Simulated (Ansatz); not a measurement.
## HfN: moving N off its site

HfN, F-43m, a = 4.910 Å (as given, not relaxed at this level: -5.0 GPa). This isn't the usual stable structure of the compound. Ansatz: PBEsol, PAW, 420 eV, Γ-centred 16×16×16 mesh on 2 atoms, Gaussian smearing 0.15 eV; no spin polarisation.

```
CELL_PARAMETERS angstrom
0.00000 2.45482 2.45482
2.45482 0.00000 2.45482
2.45482 2.45482 0.00000
ATOMIC_POSITIONS crystal
Hf 0.00000 0.00000 0.00000
N 0.75000 0.75000 0.75000
```

Atom 2 (N) moves by x along the unit vector (0.577, -0.577, -0.577), with its periodic images; all else is held. y is the free energy of the cell over the start, F the force along the path summed over the moved atoms.

| x (Å) | y (meV) | F (eV/Å) |
| --- | --- | --- |
| -0.3000 | 372.3 | 1.99 |
| -0.2250 | ? | ? |
| -0.1500 | 110.8 | 1.36 |
| -0.0750 | 29.8 | 0.77 |
| 0.0000 | 0.0 | 0.00 |
| 0.0750 | 35.3 | -0.97 |
| 0.1500 | 152.6 | -2.22 |
| 0.2250 | 377.8 | -3.86 |
| 0.2625 | 541.2 | -4.89 |
| 0.3000 | 747.4 | -6.14 |

Q: Fit y = c2 x² + c3 x³ + c4 x⁴ to the energies of the other rows, give the force constant, and predict energy and force of the missing row.

A: Least squares on the rows shown. y = 5614.9 x² + 6895.5 x³ + 6636.6 x⁴. The force constant is 2 c2 = 11.2 eV/Å², for the cell as given, at -5.0 GPa (for all images moving together, not for a lone atom). With two atoms in a cubic cell this is the optical mode at Γ (in a metal it hangs on mesh and smearing): ω = 521.5 √(2 c2/μ) = 485 cm⁻¹ for μ = 12.99 u. The force −dy/dx at the missing row is 1.78 eV/Å (computed 1.78). At x = -0.2250 the fit asked for gives 222.7 meV. The run gave 229.4 meV, so the fit is 6.7 meV too low, a small miss on the scale of the series.

The cell has an odd number of electrons and ran without spin polarisation, so a magnetic or disproportionated state may lie lower. Spin–orbit coupling is left out, which can shift energies with elements as heavy as these.